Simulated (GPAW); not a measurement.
The system is Pt.

```xyz
1
Lattice="0.0000 1.9609 1.9609 1.9609 0.0000 1.9609 1.9609 1.9609 0.0000" Properties=species:S:1:pos:R:3 pbc="T T T"
Pt    0.0000    0.0000    0.0000
```

Base run:

- Program: GPAW 26.7.0
- Functional: SCAN
- Potentials or basis: GPAW PAW data sets (gpaw-data 1.2.1)
- Cutoff: 600 eV
- Basis: pw
- k mesh: 9 × 9 × 9
- Occupations: fermi-dirac, width 0.05 eV
- Spin: spin-orbit coupling, no magnetisation

Its results: pressure -3.0 GPa.

Task: The run is repeated on the same cell with these changes: functional from SCAN to r4SCAN; spin axis theta (degrees) from 54.7 to 90. What comes out?

Result: Pressure 4.1 GPa.

Caveats: spin-orbit coupling was added after a scalar SCF, so levels and gaps hold it while energy, forces, pressure and moments don't; the PAW data sets were made with another functional, which shifts forces and pressure a little.

Not every run made on this cell is shown here.
